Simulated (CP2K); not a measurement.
CoO:

```xyz
2
Lattice="3.0144 0.0000 0.0000 1.5072 2.6105 0.0000 1.5072 0.8702 2.4612" Properties=species:S:1:pos:R:3 pbc="T T T"
Co    0.0000    0.0000    0.0000
O     3.0144    1.7404    1.2306
```

Base run:

```yaml
Program: CP2K 2026.2
Functional: PBE
Potentials_or_basis: POTENTIAL_UZH Co GTH-PBE-q17, O GTH-PBE-q6; TZVP-MOLOPT-PBE-GTH basis
Density_cutoff: 11565 eV
k_mesh: 11 × 11 × 11
Occupations: fermi-dirac, width 0.05 eV
Spin: collinear spin, ferromagnetic start
Starting_moments: "[2.0, 0.0] μB"
```

Its results: band gap on the k mesh none (metal or under the smearing width); pressure -0.3 GPa; net moment 2.99 μB per cell; site moments Co +2.74; O +0.26 μB.

**Question.** The run is repeated on the same cell with these changes: dispersion from none to D4. What comes out?

**Answer.** Band gap on the k mesh none (metal or under the smearing width); pressure -3.5 GPa; net moment 2.99 μB per cell; site moments Co +2.74; O +0.26 μB.

Dispersion adds attraction, which lowers the pressure at fixed volume and, as a term added to the energy, leaves the levels alone.

Caveats: the basis of atomic orbitals isn't converged, which shifts pressures, moduli and gaps; a cell with one magnetic atom can't hold antiferromagnetic order, which such compounds often take; semilocal functionals often make such compounds metallic where correlation or magnetic order opens a gap, which also shifts bond lengths; pairwise dispersion overbinds metals, which lowers pressure and volume (some runs).

Not every run made on this cell is shown here.
